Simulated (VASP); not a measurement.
# Pb (Im-3m) in VASP: further runs, part 2 of 2

VASP 6.6.1.

## Step 5: Single point, r2SCAN

The input, INCAR:

```
SYSTEM = Pb
PREC     = Accurate       ! precision mode
ENCUT    = 520            ! plane-wave cutoff, eV
EDIFF    = 1E-6           ! SCF threshold, eV
ISMEAR   = -1             ! smearing method
SIGMA    = 0.05           ! smearing width, eV
LREAL    = .FALSE.        ! projectors in reciprocal space
LASPH    = .TRUE.         ! aspherical terms in the spheres
NELM     = 80             ! most SCF steps
ALGO     = Normal         ! electronic algorithm
ISIF     = 2              ! what is computed and relaxed
LWAVE    = .FALSE.        ! write WAVECAR
LCHARG   = .TRUE.         ! write CHGCAR
METAGGA  = R2SCAN         ! meta-GGA
LMIXTAU  = .TRUE.       
LELF     = .TRUE.         ! ELF
LVHAR    = .TRUE.
```

The input, KPOINTS:

```
Automatic mesh
0
G
  9 9 9
  0 0 0
```

The input, POSCAR:

```
Pb
1.0
   -1.9796595667      1.9796595667      1.9796595667
    1.9796595667     -1.9796595667      1.9796595667
    1.9796595667      1.9796595667     -1.9796595667
Pb
1
Direct
    0.0000000000      0.0000000000      0.0000000000
```

Potentials or basis: VASP PAW PBE potentials, release 64 (Pb_d).

Launch:

```
$ cat potpaw_PBE.64/Pb_d/POTCAR > POTCAR
$ mpirun -np 1 vasp_std > vasp.out
```

OUTCAR:

```text
SYSTEM = Pb
   PREC = Accurate
   ENCUT = 520
   EDIFF = 1E-6
   ISMEAR = -1
   LREAL = .FALSE.
   LASPH = .TRUE.
   NELM = 80
   ISIF = 2
   METAGGA = R2SCAN

 ion  position               nearest neighbor table
   1  0.000  0.000  0.000-

  LATTYP: Found a body centered cubic cell.
 ALAT       =     3.9593191334

  Lattice vectors:

 A1 = (  -1.9796595667,   1.9796595667,   1.9796595667)
 A2 = (   1.9796595667,  -1.9796595667,   1.9796595667)
 A3 = (   1.9796595667,   1.9796595667,  -1.9796595667)

Analysis of symmetry for initial positions (statically):
=====================================================================
 Subroutine PRICEL returns:
 Original cell was already a primitive cell.

 Routine SETGRP: Setting up the symmetry group for a
 body centered cubic supercell.

 Subroutine GETGRP returns: Found 48 space group operations
 (whereof 48 operations were pure point group operations)
 out of a pool of 48 trial point group operations.

The static configuration has the point symmetry O_h .

Analysis of symmetry for dynamics (positions and initial velocities):
=====================================================================
 Subroutine PRICEL returns:
 Original cell was already a primitive cell.

 Routine SETGRP: Setting up the symmetry group for a
 body centered cubic supercell.

 Subroutine GETGRP returns: Found 48 space group operations
 (whereof 48 operations were pure point group operations)
 out of a pool of 48 trial point group operations.

The dynamic configuration has the point symmetry O_h .

 Subroutine INISYM returns: Found 48 space group operations
 (whereof 48 operations are pure point group operations),
 and found     1 'primitive' translations

----------------------------------------------------------------------------------------

                                     Primitive cell

  volume of cell :      31.0336

  direct lattice vectors                    reciprocal lattice vectors
    -1.979659567  1.979659567  1.979659567     0.000000000  0.252568678  0.252568678
     1.979659567 -1.979659567  1.979659567     0.252568678  0.000000000  0.252568678
     1.979659567  1.979659567 -1.979659567     0.252568678  0.252568678  0.000000000

  length of vectors
     3.428870951  3.428870951  3.428870951     0.357186050  0.357186050  0.357186050

  position of ions in fractional coordinates (direct lattice)
     0.000000000  0.000000000  0.000000000

  ion indices of the primitive-cell ions
   primitive index   ion index
                 1           1

----------------------------------------------------------------------------------------

 KPOINTS: Automatic mesh

Automatic generation of k-mesh.
 Grid dimensions read from file:
 generate k-points for:    9    9    9

 Generating k-lattice:

  Cartesian coordinates                     Fractional coordinates (reciprocal lattice)
     0.000000000  0.028063186  0.028063186     0.111111111  0.000000000  0.000000000
     0.028063186  0.000000000  0.028063186     0.000000000  0.111111111  0.000000000
     0.028063186  0.028063186  0.000000000     0.000000000  0.000000000  0.111111111

  Length of vectors
     0.039687339  0.039687339  0.039687339

  Shift w.r.t. Gamma in fractional coordinates (k-lattice)
     0.000000000  0.000000000  0.000000000

 Subroutine IBZKPT returns following result:
 ===========================================

 Found     35 irreducible k-points:

 Following reciprocal coordinates:
            Coordinates               Weight
  0.000000  0.000000  0.000000      1.000000
  0.111111  0.000000  0.000000     12.000000
  0.222222  0.000000  0.000000     12.000000
  0.333333  0.000000  0.000000     12.000000
  0.444444  0.000000  0.000000     12.000000
  0.111111  0.111111  0.000000     24.000000
[... 16 lines left out ...]
 -0.333333  0.444444  0.111111     48.000000
 -0.444444 -0.444444  0.111111     24.000000
 [... further k-points ...]
   k-points           NKPTS =     35   k-points in BZ     NKDIM =     35   number of bands    NBANDS=     11
   number of dos      NEDOS =    301   number of ions     NIONS =      1
   total plane-waves  NPLWV =  21952
   dimension x,y,z NGX =    28 NGY =   28 NGZ =   28
   dimension x,y,z NGXF=    56 NGYF=   56 NGZF=   56
   ions per type =               1
   NGX,Y,Z   is equivalent  to a cutoff of  13.58, 13.58, 13.58 a.u.
   NGXF,Y,Z  is equivalent  to a cutoff of  27.15, 27.15, 27.15 a.u.
 SYSTEM =  Pb
   PREC   = accura    normal or accurate (medium, high low for compatibility)
   ISTART =      0    job   : 0-new  1-cont  2-samecut
   ICHARG =      2    charge: 1-file 2-atom 10-const
   ISPIN  =      1    spin polarized calculation?
   LNONCOLLINEAR =      F non collinear calculations
   LSORBIT =      F    spin-orbit coupling
   LASPH  =      T    aspherical Exc in radial PAW
   ENCUT  =  520.0 eV  38.22 Ry    6.18 a.u.   6.38  6.38  6.38*2*pi/ulx,y,z
   NELM   =     80;   NELMIN=  2; NELMDL= -5     # of ELM steps
   EDIFF  = 0.1E-05   stopping-criterion for ELM
   LREAL  =      F    real-space projection
   EDIFFG = 0.1E-04   stopping-criterion for IOM
   NSW    =      0    number of steps for IOM
   IBRION =     -1    ionic relax: 0-MD 1-quasi-New 2-CG
   NFREE  =      0    steps in history (QN), initial steepest desc. (CG)
   ISIF   =      2    stress and relaxation
   ISYM   =      2    0-nonsym 1-usesym 2-fastsym
   POTIM  = 0.5000    time-step for ionic-motion
   TEBEG  =    0.0;   TEEND  =   0.0 temperature during run
   PSTRESS=    0.0 pullay stress
   NELECT =      14.0000    total number of electrons
   NUPDOWN=      -1.0000    fix difference up-down
   EMIN   =  10.00;   EMAX   =-10.00  energy-range for DOS
   EFERMI =   0.00;   METHOD = LEGACY
   ISMEAR =    -1;   SIGMA  =   0.05  broadening in eV -4-tet -1-fermi 0-gaus
   EFERMI_NEDOS =   21; number of points for ismear=-14 and -15
   IALGO  =     38    algorithm
   IMIX   =      4    mixing-type and parameters
     AMIX     =   0.40;   BMIX     =  1.00
     AMIX_MAG =   1.60;   BMIX_MAG =  1.00
  volume/ion in A,a.u.               =      31.03       209.42
  Fermi-wavevector in a.u.,A,eV,Ry     =   1.255568  2.372680 21.448927  1.576452
  Thomas-Fermi vector in A             =   2.389319
   LORBIT       =      0    0 simple, 1 ext, 2 COOP (PROOUT), +10 PAW based schemes
   METAGGA = R2SCAN    functional components
   LHFCALC =     F    Hartree Fock is set to
   AEXX    =    0.0000 exact exchange contribution
   IVDW    =     0    specifies the selected vdW correction
   LEPSILON=     F    determine dielectric tensor
   LRPA    =     F    only Hartree local field effects (RPA)
 non-spin polarized calculation
  energy-cutoff  :      520.00
  volume of cell :       31.03
 maximum number of plane-waves:       887
 NGX is ok and might be reduce to    28
   NGX = 13   NGY = 13   NGZ = 13

 number of electron      14.0000002 magnetization

 Free energy of the ion-electron system (eV)
  ---------------------------------------------------
  ext. energy  EPLUGINS =         0.00000000
  ---------------------------------------------------
  free energy    TOTEN  =       -56.22402540 eV

  energy without entropy =      -56.21906083  energy(sigma->0) =      -56.22154312

 E-fermi :   7.0319     XC(G=0): -10.8034

 val. band max:        6.9121261217   @ k =   0.3333   0.2222   0.0000
 cond. band min:       7.1585705899   @ k =  -0.2222   0.3333   0.1111
 fundamental gap:      0.2464444682
 Fermi energy:         7.0318774778

 k-point     1 :       0.0000    0.0000    0.0000
  band No.  band energies     occupation
      1     -10.8128      2.00000
      2     -10.8128      2.00000
      3     -10.8128      2.00000
      4     -10.5709      2.00000
      5     -10.5709      2.00000
      6      -5.1746      2.00000
      7      14.6923      0.00000
      8      14.6923      0.00000
      9      14.6923      0.00000
     10      18.8110      0.00000
     11      18.8110      0.00000

 k-point     2 :       0.1111    0.0000    0.0000
  band No.  band energies     occupation
      1     -10.8227      2.00000
      2     -10.8007      2.00000
      3     -10.7690      2.00000
      4     -10.5816      2.00000
      5     -10.5720      2.00000
      6      -4.9169      2.00000
      7      12.4672      0.00000
      8      13.8907      0.00000
      9      14.3826      0.00000
     10      17.4608      0.00000
     11      18.1185      0.00000
[... 295 lines left out ...]
 k-point    24 :      -0.4444   -0.4444    0.1111
  band No.  band energies     occupation
      1     -10.8092      2.00000
      2     -10.7526      2.00000
      3     -10.6533      2.00000
      4     -10.5900      2.00000
      5     -10.4487      2.00000
      6      -0.7475      2.00000
      7       3.6522      2.00000
      8       7.6709      0.00001
      9      11.6837      0.00000
     10      16.2696      0.00000
     11      17.7613      0.00000

 [... further k-points ...]
[... 5 lines left out ...]
  --------------------------------------------------------------------------------------
  -------------------------------------------------------------------------------------
  Total       -0.0920233     -0.0920233     -0.0920233     -0.0000000     -0.0000000      0.0000000
  in kB       -4.7509094     -4.7509094     -4.7509094     -0.0000000     -0.0000000      0.0000000
  external PRESSURE =      -4.7509094 kB  Pullay stress =       0.0000000 kB

 VOLUME and BASIS-vectors are now :
 -----------------------------------------------------------------------------
  energy-cutoff  :      520.00
  volume of cell :       31.03
      direct lattice vectors                 reciprocal lattice vectors
    -1.979659567  1.979659567  1.979659567     0.000000000  0.252568678  0.252568678
     1.979659567 -1.979659567  1.979659567     0.252568678  0.000000000  0.252568678
     1.979659567  1.979659567 -1.979659567     0.252568678  0.252568678  0.000000000

 POSITION                                       TOTAL-FORCE (eV/Angst)
 -----------------------------------------------------------------------------------
      0.00000      0.00000      0.00000        -0.000000      0.000000      0.000000
 -----------------------------------------------------------------------------------
    total drift:                                0.000000     -0.000000     -0.000000

  FREE ENERGIE OF THE ION-ELECTRON SYSTEM (eV)
  ---------------------------------------------------
  free  energy   TOTEN  =       -56.2240254026 eV

  energy  without entropy=      -56.2190608288  energy(sigma->0) =      -56.22154312
```

Wall time 28 s (1 thread of Intel Xeon 6975P-C (Granite Rapids), shared host); peak memory 0.16 GiB.

What came out:

- Free energy: -56.2240 eV
- Pressure: -0.5 GPa
- Band gap on the k mesh: none (metal or under the smearing width)

Caveat: the PAW data sets were made with another functional, which shifts forces and pressure a little.

## Step 6: Summary

| task | level | cell | k mesh | cutoff (eV) | smearing | optimiser | gap on the mesh (eV) | pressure (GPa) | relaxed volume (Å³/atom) |
| --- | --- | --- | --- | --- | --- | --- | --- | --- | --- |
| relaxation of cell and atoms | revTPSS | relaxed | 9 × 9 × 9 | 600 | methfessel-paxton 0.1 eV | - | none | 0.0 | 29.87 |
| relaxation of cell and atoms | r2SCAN+D4 | relaxed | 9 × 9 × 9 | 600 | methfessel-paxton 0.1 eV | - | none | 0.0 | 30.28 |
| relaxation of the atoms | r2SCAN | atoms relaxed from: cell strained at random at fixed volume | 7 × 7 × 7 | 520 | methfessel-paxton 0.1 eV | vasp | none | -0.2 | - |
| single point | r2SCAN | as given | 9 × 9 × 9 | 520 | fermi-dirac 0.05 eV | - | none | -0.5 | - |

Alike in all rows: potentials or basis VASP PAW PBE potentials, release 64 (Pb_d); no spin polarisation.

Caveats: the PAW data sets were made with another functional, which shifts forces and pressure a little; pairwise dispersion overbinds metals, which lowers pressure and volume (some runs); the relaxation stopped at its first step, so nothing moved (some runs).

Absolute energies hang on the potentials; compare differences alone.
